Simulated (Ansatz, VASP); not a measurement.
HgH5: VASP beside Ansatz

```
Hg H
1.0
     4.13592    0.00000    0.00000
    -2.06796    3.58182    0.00000
     0.00000    0.00000    2.76874
Hg H
1 5
Direct
  0.00000 0.00000 0.00000
  0.00000 0.50000 0.50000
  0.33333 0.66667 0.00000
  0.66667 0.33333 0.00000
  0.50000 0.00000 0.50000
  0.50000 0.50000 0.50000
```

Change from the starting cell: species swapped into the LaCu5 type (P6/mmm, No. 191).

Alike in both runs: functional PBE; k mesh 12 × 12 × 14; occupations gaussian, width 0.1 eV; no spin polarisation.

Ansatz relaxed the structure, and its values are those at the end. VASP's run is a single point on that final structure, the one shown.

|  | VASP | Ansatz |
| --- | --- | --- |
| version | VASP 6.6.1 | Ansatz 0.2.0 |
| potentials or method | VASP PAW PBE potentials, release 64 (Hg, H) | scalar-relativistic, plane waves, PAW |
| plane-wave cutoff (eV) | 520 | 420 |
| valence electrons in the cell | 17 | 25 |

|  | VASP | Ansatz | Ansatz less VASP |
| --- | --- | --- | --- |
| gap on the k mesh at the Fermi level (eV) | none | none | - |
| pressure (GPa) | 0.4 | 0.0 | -0.41 |

A gap of «none» marks a metal or a gap that the smearing closes. The two sets of potentials don't hold the same shells in valence.

Spin-orbit coupling is left out, which matters for the levels of Hg.
